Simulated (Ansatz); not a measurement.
# La2O3: the cost of one run

Method: DFT PBE, scalar-relativistic, plane waves, PAW, in Ansatz 0.2.0.

1 further run of the same task is left out (it didn't finish).

### Step 1. The structure to begin with

Symmetry: P4mm, No. 99, tetragonal system. The conventional cell has a = 4.176 Å, b = 4.176 Å, c = 6.130 Å, α = 90.00°, β = 90.00°, γ = 90.00°. La (site symmetry 4mm) is surrounded by 4 O at 2.19 Å. La (site symmetry 4mm) is surrounded by 5 O at 2.14 to 2.19 Å. O (site symmetry 4mm) is surrounded by 1 La at 2.14 Å. O (site symmetry 2mm) is surrounded by 4 La at 2.19 Å.

Coordinates:

```
CELL_PARAMETERS angstrom
4.17573 0.00000 0.00000
0.00000 4.17573 0.00000
0.00000 0.00000 6.13004
ATOMIC_POSITIONS crystal
La 0.00000 0.00000 0.07055
La 0.50000 0.50000 0.07055
O 0.50000 0.50000 0.72118
O 0.50000 0.00000 0.96459
O 0.00000 0.50000 0.96459
```

Recipe of the guess: random cell by space group and Wyckoff sites (P4mm, No. 99). The dimensions are guesses.

### Step 2. A first look at the guess

input.yaml

```yaml
crystal:
  lattice:
    - [4.175729, 0.0, 0.0]
    - [0.0, 4.175729, 0.0]
    - [0.0, 0.0, 6.13003614]
  atoms:
    - { symbol: La, position: [0.0, 0.0, 0.07054561] }
    - { symbol: La, position: [0.5, 0.5, 0.070547] }
    - { symbol: O, position: [0.5, 0.5, 0.72117559] }
    - { symbol: O, position: [0.5, 0.0, 0.96458591] }
    - { symbol: O, position: [0.0, 0.5, 0.96458591] }
basis:
  ecutwfc: 420
kpoints:
  mp_grid: { grid: [4, 4, 4] }
hamiltonian:
  xc: pbe
scf:
  occupations: { method: gaussian, width: 0.1 }
  lower_state_search: "off"
output:
  forces: true
  stress: true
  eigenvalues: true
```

The run is started by

```
$ ansatz run input.yaml --threads 1 --pin off --max-ram 2560MiB --backend cpu --events-out ev --progress --plain --runs-dir out
```

Q: Estimate wall time and peak memory on 1 thread of Intel Xeon Platinum 8488C (Sapphire Rapids), shared host.

About 3.8 s, with a peak of 0.38 GiB.
